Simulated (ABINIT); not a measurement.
BAs:

```
CELL_PARAMETERS angstrom
0.00000 2.38850 2.38850
2.38850 0.00000 2.38850
2.38850 2.38850 0.00000
ATOMIC_POSITIONS crystal
As 0.75000 0.75000 0.75000
B 0.00000 0.00000 0.00000
```

Base run:

- Program: ABINIT 10.8.3 (patched build)
- Functional: r2SCAN
- Potentials or basis: JTH PAW PBE v2.0
- Cutoff: 490 eV
- k mesh: 10 × 10 × 10
- Occupations: fermi-dirac, width 0.05 eV
- Spin: no spin polarisation

Its results: band gap on the k mesh 1.36 eV, indirect (least direct gap 3.43 eV); pressure 0.7 GPa.

Question: After a change of settings the same cell gave: band gap on the k mesh 1.20 eV, indirect (least direct gap 3.29 eV); pressure 2.6 GPa. Which change was it?
A. functional from r2SCAN to RPBE
B. functional from r2SCAN to WC
C. functional from r2SCAN to PW91
D. functional from r2SCAN to SCAN

Answer: C.

r2SCAN gives the wider gap, since meta-GGAs in the generalised Kohn-Sham scheme recover part of the derivative discontinuity.

Caveats: the PAW data sets were made with another functional, which shifts forces and pressure a little.
